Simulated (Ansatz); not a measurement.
## How much do the gradients of SnS depend on the method?

Cell: an entry of the Crystallography Open Database (COD), its atoms then relaxed with PBE in this cell.

Space group Pnma (No. 62); a = 11.3200, b = 4.0500, c = 4.2420 Å.

```csv
site,Wyckoff,site symmetry,x,y,z
Sn,4c,.m.,0.1204,0.2500,0.1080
S,4c,.m.,0.8517,0.2500,0.4769
```

One atom of each set is listed.

First run. Level of theory: DFT, PBE, plane waves and PAW, scalar-relativistic, 420 eV cutoff, Γ-centred 4×11×10 k-points, Fermi–Dirac smearing 0.02 eV (Ansatz 0.2.0).

```tsv
site	V_zz (10²¹ V/m²)	η
Sn	-11.20	0.30
S	-2.86	0.08
```

Second run. The same atoms and settings, except that the functional is r2SCAN and the cutoff is 500 eV.

Question: Given the first result, estimate the second.

Answer: 

```
site    V_zz     η  change of V_zz
  Sn  -12.40  0.27           -1.20
   S   -3.05  0.08           -0.19
```

The largest change of V_zz is on Sn, from -11.20 to -12.40. In per cent, |V_zz| changes by +11 on Sn, +7 on S (all sites that start above 0.5). Isomer shifts (Sn against SnO₂, from the density at the nucleus and a line fitted to measured compounds for each functional; the lines scatter by about 0.1 mm/s, so smaller changes between functionals mean little): Sn 3.35 → 3.39 mm/s.

Without spin–orbit coupling (the program notes it for Sn) the gradients can shift somewhat, as the gap is small.
For the second run: With these PAW files V_zz is typically within 2 to 3 % of all-electron values, but misses above 10 % occur on Sn.
